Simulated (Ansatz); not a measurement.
# Se on K(100): change of the work function, part 2 of 3

How does Se on the hollow site change the work function of K(100) as the layer fills?

Ansatz 0.2.0; plane-wave DFT, PBE, Ansatz PAW (the session's first sound run).

So far, work function, upper face (eV): step 2 (the clean slab) 2.24; step 3 (46 atoms, coverage 0.111 ML, cell 3x3) 2.23.

**4. Adsorbate added, k-mesh 3×3×1, coverage 0.25 ML**

System of this step: K20Se (Se/K(100)). The cell holds 21 atoms: 20 K and 1 Se. Cell: a = 10.460 Å, b = 10.460 Å, c = 29.172 Å, α = 90.0°, β = 90.0°, γ = 90.0°. Vacuum lies along c.

Another coverage, to see how the dipoles act on each other as their distance changes.

Input file input.yaml:

```yaml
crystal:
  lattice:
    - [10.46, 0.0, 0.0]
    - [0.0, 10.46, 0.0]
    - [0.0, 0.0, 29.1720629534]
  atoms:
    - { symbol: K, position: [0.0, 0.0, 0.3085143486] }
    - { symbol: K, position: [0.25, 0.25, 0.3981549066] }
    - { symbol: K, position: [0.0, 0.0, 0.4894652658] }
    - { symbol: K, position: [0.25, 0.25, 0.5812524765] }
    - { symbol: K, position: [0.0, 0.0, 0.6743459653] }
    - { symbol: K, position: [0.0, 0.5, 0.3085143486] }
    - { symbol: K, position: [0.25, 0.75, 0.3981549066] }
    - { symbol: K, position: [0.0, 0.5, 0.4894652658] }
    - { symbol: K, position: [0.25, 0.75, 0.5812524765] }
    - { symbol: K, position: [0.0, 0.5, 0.6743459653] }
    - { symbol: K, position: [0.5, 0.0, 0.3085143486] }
    - { symbol: K, position: [0.75, 0.25, 0.3981549066] }
    - { symbol: K, position: [0.5, 0.0, 0.4894652658] }
    - { symbol: K, position: [0.75, 0.25, 0.5812524765] }
    - { symbol: K, position: [0.5, 0.0, 0.6743459653] }
    - { symbol: K, position: [0.5, 0.5, 0.3085143486] }
    - { symbol: K, position: [0.75, 0.75, 0.3981549066] }
    - { symbol: K, position: [0.5, 0.5, 0.4894652658] }
    - { symbol: K, position: [0.75, 0.75, 0.5812524765] }
    - { symbol: K, position: [0.5, 0.5, 0.6743459653] }
    - { symbol: Se, position: [0.25, 0.25, 0.6914856514] }
kpoints:
  mp_grid: { grid: [3, 3, 1] }
hamiltonian:
  xc: pbe
scf:
  occupations: { method: fermi_dirac, width: 0.1 }
  convergence: { dr2_threshold: 1.0e-08 }
efield:
  axis: 3
  dipole_correction: true
  ramp_position: 0.97
  ramp_width: 0.06
relax:
  f_tol: 0.02
  max_steps: 60
  constraints: [{ sites: [0, 1, 5, 6, 10, 11, 15, 16] }]
output:
  bader: true
  dos: { projected: true, e_range: [-8, 4] }
  write_potential: true
  write_density: true
  volumetric_format: npy
  elf: true
```

Command:

```sh
$ ansatz run input.yaml --threads 4 --pin off --max-ram 12288MiB --backend cpu --events-out ev --progress --plain --runs-dir out
```

The job ended after 3.5 min (4 threads of Arm Neoverse V2, shared host; peak memory 5.5 GiB; 14 min of CPU time).

Relaxation path:

```
step  energy less that of the first step (eV)  largest force component (eV/Å)
   1                                   0.0000                          0.4716
   2                                  -0.1663                          0.3746
   3                                  -0.4807                          0.2155
   4                                  -0.6605                          0.0958
   5                                  -0.6893                          0.0335
   6                                  -0.6926                          0.0122
```

The run keeps the 8 symmetry operations that it works with, so distortions that break them were not tested.

The atoms that moved most (Å):

```
atom      dx      dy      dz  length
 K20  -0.384  -0.384   0.127   0.558
 K15  -0.384   0.384   0.127   0.558
 K10   0.384  -0.384   0.127   0.558
  K5   0.384   0.384   0.127   0.558
 K19   0.000   0.000   0.409   0.409
Se21   0.000   0.000  -0.287   0.287
  K4   0.000   0.000  -0.236   0.236
  K3  -0.076  -0.076  -0.012   0.108
```

Final coordinates:

```cif
data_structure
_symmetry_space_group_name_H-M 'P 1'
_symmetry_Int_Tables_number 1
_cell_length_a 10.4600
_cell_length_b 10.4600
_cell_length_c 29.1721
_cell_angle_alpha 90.000
_cell_angle_beta 90.000
_cell_angle_gamma 90.000
_cell_volume 3191.76
loop_
_atom_site_label
_atom_site_type_symbol
_atom_site_fract_x
_atom_site_fract_y
_atom_site_fract_z
_atom_site_occupancy
K1 K 0.00000 0.00000 0.30851 1
K2 K 0.25000 0.25000 0.39815 1
K3 K 0.99274 0.99274 0.48905 1
K4 K 0.25000 0.25000 0.57316 1
K5 K 0.03672 0.03672 0.67869 1
K6 K 0.00000 0.50000 0.30851 1
K7 K 0.25000 0.75000 0.39815 1
K8 K 0.99274 0.50726 0.48905 1
K9 K 0.25000 0.75000 0.57986 1
K10 K 0.03672 0.46328 0.67869 1
K11 K 0.50000 0.00000 0.30851 1
K12 K 0.75000 0.25000 0.39815 1
K13 K 0.50726 0.99274 0.48905 1
K14 K 0.75000 0.25000 0.57986 1
K15 K 0.46328 0.03672 0.67869 1
K16 K 0.50000 0.50000 0.30851 1
K17 K 0.75000 0.75000 0.39815 1
K18 K 0.50726 0.50726 0.48905 1
K19 K 0.75000 0.75000 0.59526 1
K20 K 0.46328 0.46328 0.67869 1
Se21 Se 0.25000 0.25000 0.68165 1
```

This step gave:

| Quantity | Value |
| --- | --- |
| energy at zero smearing | -36225.9881 eV |
| work function, upper face | 2.198 eV |
| work function, lower face | 2.224 eV |
| dipole along the normal | 0.01518 e·Å |
| step between the vacuum levels | -0.02508 eV |

The density of states has structure finer than the step of the table below, so its rows give means over 0.25 eV, whole bins alone (the curve runs from -8 to 1.26 eV). Peaks (eV: height): -2.140: 108, -1.140: 38.2, 0.150: 63.3, 0.570: 55.4, 0.840: 43.7, 0.900: 45.2, 0.990: 80.0.

The density of states by energy, zero at the Fermi level; means over each step:

```
energy (eV)  density of states (states/eV a cell)
      -2.50                                     0
      -2.25                                  12.9
      -2.00                                  19.5
      -1.75                                  6.42
      -1.50                                 0.725
      -1.25                                  13.0
      -1.00                                  8.02
      -0.75                                  6.29
      -0.50                                  18.6
      -0.25                                  9.09
       0.00                                  15.9
       0.25                                  17.5
       0.50                                  26.9
       0.75                                  24.0
       1.00                                  32.0
```

Projected DOS per atom over height of the atomic layer and energy from the Fermi level. Layers: K4 K4 K4 K3 K K4Se from below.

Values in states/eV, 22 rows by 6 columns, each cell a mean:
```
0.33 0.30 0.37 0.40 0.48 0.46
0.66 0.70 0.64 0.63 0.49 0.69
0.85 0.71 0.46 0.58 0.67 0.65
0.65 0.48 0.63 0.46 0.41 0.41
0.78 0.65 0.81 0.68 0.79 0.34
0.51 0.55 0.49 0.51 0.67 0.22
0.18 0.32 0.28 0.15 0.26 0.10
0.12 0.26 0.26 0.29 0.11 0.80
0.00 0.00 0.01 0.05 0.02 1.79
0.00 0.00 0.00 0.00 0.00 0.00
0.00 0.00 0.00 0.00 0.00 0.00
0.00 0.00 0.00 0.00 0.00 0.00
0.00 0.00 0.00 0.00 0.00 0.00
0.00 0.00 0.00 0.00 0.00 0.00
0.00 0.00 0.00 0.00 0.00 0.00
0.00 0.00 0.00 0.00 0.00 0.00
0.00 0.00 0.00 0.00 0.00 0.00
0.00 0.00 0.00 0.00 0.00 0.00
0.00 0.00 0.00 0.00 0.00 0.00
0.00 0.00 0.00 0.00 0.00 0.00
0.00 0.00 0.00 0.00 0.00 0.00
0.00 0.00 0.00 0.00 0.00 0.00
```
Columns: height of the atomic layer (Å) from 9 to 19.8 (not evenly spaced); rows upwards: energy from the Fermi level (eV) from -7.96 to 1.25.

Valence density in the ca plane at fractional y = 0.250, with atoms of K and Se within 0.2 Å of it. It is the smooth field of the valence electrons, not physical close to the nuclei.

Ten steps, logarithmic in the rise over the least value, from '0' (0 e/Å³) to '9' (30 e/Å³), each cell a mean:
```
00000000000000000000000000000000000000000000
00000000000000000000000000000000000000000000
00000000000000000000000000000000000000000000
11000000000001210000000000000000000000000000
43100000000124442000000000000000000000000000
54200000000145553100000000000000000000000000
54100000000135553100000000000000000000000000
32000000000023331000000000000000000000000000
00000000000000100000000000000000000000000000
00000000000000000000000000000000000000000000
00000000000000000000000000000000000000000000
00000000000000000000000000000000000000000000
00000000000000000000000000000000000000000000
00000000000000000000000000000000000000000000
00000000000000000000001000000000000000000000
21000000000012210000122210000000000000000000
43100000000134431001246521000000000000000000
54200000000355542001379841000000000000000000
54100000000245541001368731000000000000000000
32000000000123320001233321000000000000000000
00000000000001000000111110000000000000000000
00000000000000000000000000000000000000000000
00000000000000000000000000000000000000000000
00000000000000000000000000000000000000000000
```
Columns run along c (16.0 Å, from fractional 0.41 to 0.95 of the cell), rows up along a (10.5 Å). Atoms in or near the plane, at fractional coordinates: K at (0.57, 0.25), K at (0.58, 0.75), Se at (0.68, 0.25).

Electrostatic potential energy in the ca plane at fractional y = 0.250, with atoms of K and Se within 0.2 Å of it. With pseudopotentials it is smooth inside the atoms' cores, unlike the true potential.

Values in eV, 13 rows by 16 columns, each cell a mean:
```
  2   2   2   2   2   1   2   1   1   2   2   2   2   2   2   2
 -2   1   2   1  -1  -3   0   2   2   2   2   2   2   2   2   2
-17   0   2   0 -14 -22  -3   2   2   2   2   2   2   2   2   2
-20  -1   2   0 -17 -25  -4   2   2   2   2   2   2   2   2   2
 -5   1   2   1  -4  -7   0   2   2   2   2   2   2   2   2   2
  1   2   2   2   1   1   1   1   1   2   2   2   2   2   2   2
  2   2   2   2   2   2   2   2   2   2   2   2   2   2   2   2
  1   2   2   2   0   0   2   3   2   3   3   2   2   2   2   2
 -9   0   2   0  -9 -10   1  -4  -9   2   3   3   2   2   2   2
-21  -1   2  -1 -22 -23  -1 -12 -12  -1   3   3   2   2   2   2
-13   0   2   0 -14 -15   1  -8 -13   1   3   3   2   2   2   2
  0   2   2   1  -1  -1   2   2   2   3   3   2   2   2   2   2
  2   2   2   2   2   2   2   2   2   2   2   2   2   2   2   2
```
Columns run along c (16.0 Å, from fractional 0.41 to 0.95 of the cell; values clipped at the 3rd and 97th percentile), rows up along a (10.5 Å). Atoms in or near the plane, at fractional coordinates: K at (0.57, 0.25), K at (0.58, 0.75), Se at (0.68, 0.25).

ELF in the ca plane at fractional y = 0.250, with atoms of K and Se within 0.2 Å of it. It is the smooth field of the valence electrons, not physical close to the nuclei.

Ten even steps from '0' (0.00) to '9' (0.86), each cell a mean:
```
33455666666543333322100000000000000000000000
01235666654210001233321111000000000000000000
10013566541001110024554332210000000000000000
74101456410146763002677654321100000000000000
99510255300499998301478776432100000000000000
89720145201799799500478876542100000000000000
99710245200699899401478876532100000000000000
97300355310279996101577765432100000000000000
42001466520013431013666543221000000000000000
00024566652100000124443221110000000000000000
12345666665421112333211000000000000000000000
44556666666654333221100000000000000000000000
33456666666432221111111111110000000000000000
01235666653100000113445554321000000000000000
10013566520001100136788877542100000000000000
74101465200267751048899998753210000000000000
99510254102799994058987899864210000000000000
89720143103997896158852589864210000000000000
99710243103998995158964689864210000000000000
98300354101589982058998998764210000000000000
42002466310134420047889988653210000000000000
00024666531000000124667766432100000000000000
12345666664311101112233333211000000000000000
44556666666544322111111111000000000000000000
```
Columns run along c (16.0 Å, from fractional 0.41 to 0.95 of the cell), rows up along a (10.5 Å). Atoms in or near the plane, at fractional coordinates: K at (0.57, 0.25), K at (0.58, 0.75), Se at (0.68, 0.25).

The relaxation took 6 steps and lowered the energy by 0.69 eV; the largest force on the free atoms ends at 0.012 eV/Å.

By hand: a sheet of dipoles makes a step −p/(ε₀A) in the electron's potential. With e/ε₀ = 180.95 V·Å, p = 0.01518 e·Å and A = 109.41 Å², that is −180.95 × (0.01518) / 109.41 = -0.025 eV, and the two vacuum levels of the run differ by -0.025 eV.

The covered face has 2.20 eV, -0.04 eV against the clean one; the bare back face has moved by -0.02 eV, a measure of how thin the slab is. The added atoms end 0.1 Å over the highest substrate atom on average, so this is no overlayer any more.

**5. Adsorbate added, k-mesh 3×3×1, coverage 0.5 ML**

System of this step: K10Se (Se/K(100)). The cell holds 22 atoms: 20 K and 2 Se. Cell: a = 10.460 Å, b = 10.460 Å, c = 29.172 Å, α = 90.0°, β = 90.0°, γ = 90.0°. Vacuum lies along c.

input.yaml: that of step 4 with these lines changed.

```diff
@@ -27,2 +27,3 @@
     - { symbol: Se, position: [0.25, 0.25, 0.6914856514] }
+    - { symbol: Se, position: [0.75, 0.75, 0.6914856514] }
 kpoints:
@@ -49,2 +50 @@
   volumetric_format: npy
-  elf: true
```

Elapsed: 3.6 min, on 4 threads; peak memory 5.8 GiB.

Step by step:

```
step  energy less that of the first step (eV)  largest force component (eV/Å)
   1                                   0.0000                          0.5839
   2                                  -0.1468                          0.3825
   3                                  -0.2679                          0.1393
   4                                  -0.2917                          0.0130
   5                                  -0.2952                          0.0122
   6                                  -0.2979                          0.0077
```

The run keeps the 16 symmetry operations that it works with, so distortions that break them were not tested.

The atoms that moved most (Å):

```
atom     dx     dy     dz  length
  K5  0.000  0.000  0.627   0.627
 K10  0.000  0.000  0.627   0.627
 K15  0.000  0.000  0.627   0.627
 K20  0.000  0.000  0.627   0.627
 K19  0.000  0.000  0.282   0.282
  K4  0.000  0.000  0.282   0.282
Se21  0.000  0.000  0.134   0.134
Se22  0.000  0.000  0.134   0.134
```

Final coordinates:

```xyz
22
Lattice="10.4600 0.0000 0.0000 0.0000 10.4600 0.0000 0.0000 0.0000 29.1721" Properties=species:S:1:pos:R:3
K     0.0000    0.0000    9.0000
K     2.6150    2.6150   11.6150
K     0.0000    0.0000   14.2506
K     2.6150    2.6150   17.2381
K     0.0000    0.0000   20.2992
K     0.0000    5.2300    9.0000
K     2.6150    7.8450   11.6150
K     0.0000    5.2300   14.2506
K     2.6150    7.8450   16.9682
K     0.0000    5.2300   20.2992
K     5.2300    0.0000    9.0000
K     7.8450    2.6150   11.6150
K     5.2300    0.0000   14.2506
K     7.8450    2.6150   16.9682
K     5.2300    0.0000   20.2992
K     5.2300    5.2300    9.0000
K     7.8450    7.8450   11.6150
K     5.2300    5.2300   14.2506
K     7.8450    7.8450   17.2381
K     5.2300    5.2300   20.2992
Se    2.6150    2.6150   20.3056
Se    7.8450    7.8450   20.3056
```

The relaxation took 6 steps and lowered the energy by 0.30 eV; the largest force on the free atoms ends at 0.0077 eV/Å.

The covered face has 2.65 eV, +0.41 eV against the clean one; the bare back face has moved by -0.01 eV, a measure of how thin the slab is. The added atoms end 0.0 Å over the highest substrate atom on average, so this is no overlayer any more.

**6. The covered slab, k-mesh 6×6×1, coverage 1 ML**

System of this step: K5Se (Se/K(100)). The cell holds 6 atoms: 5 K and 1 Se. Cell: a = 5.230 Å, b = 5.230 Å, c = 29.172 Å, α = 90.0°, β = 90.0°, γ = 90.0°. Vacuum lies along c.

input.yaml, the sections that differ from step 5:

```yaml
crystal:
  lattice:
    - [5.23, 0.0, 0.0]
    - [0.0, 5.23, 0.0]
    - [0.0, 0.0, 29.1720629534]
  atoms:
    - { symbol: K, position: [0.0, 0.0, 0.3085143486] }
    - { symbol: K, position: [0.5, 0.5, 0.3981549066] }
    - { symbol: K, position: [0.0, 0.0, 0.4894652658] }
    - { symbol: K, position: [0.5, 0.5, 0.5812524765] }
    - { symbol: K, position: [0.0, 0.0, 0.6743459653] }
    - { symbol: Se, position: [0.5, 0.5, 0.6914856514] }
kpoints:
  mp_grid: { grid: [6, 6, 1] }
relax:
  f_tol: 0.02
  max_steps: 60
  constraints: [{ sites: [0, 1] }]
output:
  bader: true
  write_potential: true
  write_density: true
  volumetric_format: npy
# hamiltonian, scf, efield: as in step 5
```

Wall time 54 s (4 threads); peak memory 1.1 GiB; 3.5 min of CPU time.

The steps of the relaxation:

```
step  energy less that of the first step (eV)  largest force component (eV/Å)
   1                                   0.0000                          0.9323
   2                                  -0.1924                          0.6860
   3                                  -0.2939                          0.4822
   4                                  -0.3617                          0.1262
   5                                  -0.3710                          0.0462
   6                                  -0.3739                          0.0149
   7                                  -0.3752                          0.0218
   8                                  -0.3756                          0.0122
   9                                  -0.3757                          0.0021
```

The run keeps the 8 symmetry operations that it works with, so distortions that break them were not tested.

The atoms that moved most (Å):

```
atom     dx     dy      dz  length
  K5  0.000  0.000   1.103   1.103
  K4  0.000  0.000   0.406   0.406
 Se6  0.000  0.000   0.155   0.155
  K3  0.000  0.000  -0.059   0.059
```

The relaxed structure:

```xyz
6
Lattice="5.2300 0.0000 0.0000 0.0000 5.2300 0.0000 0.0000 0.0000 29.1721" Properties=species:S:1:pos:R:3
K     0.0000    0.0000    9.0000
K     2.6150    2.6150   11.6150
K     0.0000    0.0000   14.2201
K     2.6150    2.6150   17.3626
K     0.0000    0.0000   20.7755
Se    2.6150    2.6150   20.3266
```

Running mean over 2.615 Å of the planar mean; the ramp of the sawtooth is left out. Table of electron's electrostatic potential energy less the Fermi level by z:

z (Å), electron's electrostatic potential energy less the Fermi level (eV) and a bar from the least value:
```
        4       2.21 ##################
        5       2.18 ##################
        6       2.08 ##################
        7       1.63 ###############
        8       0.02 #####
        9      -0.72 
       10      -0.73 
       11      -0.68 
       12      -0.69 
       13      -0.71 
       14      -0.64 #
       15      -0.32 ###
       16       0.11 #####
       17      -0.40 ##
       18       0.46 #######
       19       1.64 ###############
       20       0.57 ########
       21       0.50 ########
       22       2.30 ###################
       23       3.88 #############################
       24       4.02 ##############################
       25       4.04 ##############################
```

The relaxation took 9 steps and lowered the energy by 0.38 eV; the largest force on the free atoms ends at 0.0021 eV/Å.

The covered face has 4.04 eV, +1.80 eV against the clean one; the bare back face has moved by -0.03 eV, a measure of how thin the slab is. The added atoms end 0.4 Å under the highest substrate atom on average, so this is no overlayer any more.

**7. Work function against coverage**

This step: plane-wave DFT, PBE, Ansatz PAW; work function against coverage (Ansatz 0.2.0).

The runs are now put side by side.

Numbers from this step:

```yaml
work_function_of_the_clean_face: 2.241 eV
largest_change_of_the_work_function: 1.796 eV
```

Table of work function of the covered face by coverage:

```
coverage (adsorbates/nm²)  work function of the covered face (eV)
                     0.00                                    2.24
                     0.41                                    2.23
                     0.91                                    2.20
                     1.83                                    2.65
                     3.66                                    4.04
```

The dipole per adsorbate comes from the change of the cell's dipole. Coverage, by row:

```
coverage (1/nm²)  coverage (ML)  work function (eV)  change (eV)  dipole per adsorbate, positive end outwards (debye)  mean height of the added atoms over the highest substrate atom (Å)
          0.4062         0.1111               2.232    -0.008745                                                0.007                                                              0.1056
           0.914           0.25               2.198     -0.04262                                                0.063                                                             0.08626
           1.828            0.5               2.648       0.4072                                               -0.599                                                            0.006405
           3.656              1               4.037        1.796                                               -1.326                                                             -0.4489
```

(Continued in part 3 of 3.)

[Logs are printed without paths, hosts, clocks, repeated set-up lines and the standing remarks that a program may print on its own settings, such as how far it seeks lower states.]

[Hosts, paths, dates, database ids (printed as entryN), source tags and the programs' standing remarks are cut or masked in the printed files.]

[Maps of the electrostatic potential energy from Ansatz leave out the sawtooth potential of an applied field or a dipole correction, so their vacuum need not be flat; planar profiles and work functions include it.]

[The density of states shown here was stored with 400 of the rows of the run's finer table, so its peaks can read low, often by over a quarter, or be missed, and its means over a window can be off by a tenth or more.]
